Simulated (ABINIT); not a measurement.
GaN:

```xyz
2
Lattice="0.0000 2.2535 2.2535 2.2535 0.0000 2.2535 2.2535 2.2535 0.0000" Properties=species:S:1:pos:R:3 pbc="T T T"
Ga    0.0000    0.0000    0.0000
N     1.1268    1.1268    1.1268
```

The cell is a database's computed one.

Base run:

```yaml
Program: ABINIT 10.8.3 (patched build)
Functional: OLYP
Potentials_or_basis: PseudoDojo NC SR PBE v0.4.1 standard
Cutoff: 1143 eV
k_mesh: 10 × 10 × 10
Occupations: fermi-dirac, width 0.05 eV
Spin: no spin polarisation
```

Its results: band gap on the k mesh 2.07 eV, direct; pressure 5.6 GPa.

The run is repeated on the same cell with these changes: functional from OLYP to LDA-Teter; potentials or basis from PseudoDojo NC SR PBE v0.4.1 standard to PseudoDojo NC SR LDA v0.4.1 standard. What comes out?

Band gap on the k mesh 1.77 eV, direct; pressure -6.6 GPa.

Caveats: the potentials were made for another functional, which shifts forces and pressure (some runs).

Not every run made on this cell is shown here.
